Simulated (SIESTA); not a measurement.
Crystal: CdF2.

```
CELL_PARAMETERS angstrom
0.00000 2.69400 2.69400
2.69400 0.00000 2.69400
2.69400 2.69400 0.00000
ATOMIC_POSITIONS crystal
Cd 0.00000 0.00000 0.00000
F 0.75000 0.75000 0.75000
F 0.25000 0.25000 0.25000
```

Base run:

```yaml
Program: SIESTA 5.4.2
Functional: BLYP
Potentials_or_basis: PseudoDojo 0.4 standard (PBE files)
Basis: DZP (energy shift 0.003 Ry; two zetas on semicore shells)
Grid_cutoff: 800 Ry
Energy_shift: 0.003 Ry
k_mesh: 9 × 9 × 9
Occupations: fermi-dirac, width 0.05 eV
Spin: no spin polarisation
```

Its results: band gap on the k mesh 3.17 eV, indirect (least direct gap 3.64 eV); pressure 9.1 GPa.

Q: The run is repeated on the same cell with these changes: functional from BLYP to vdW-DF-cx. What comes out?

A: Band gap on the k mesh 3.08 eV, indirect (least direct gap 3.56 eV); pressure 1.8 GPa.

Caveats: the potentials were made for another functional, which shifts forces and pressure; the basis of atomic orbitals isn't converged, which shifts pressures, moduli and gaps.
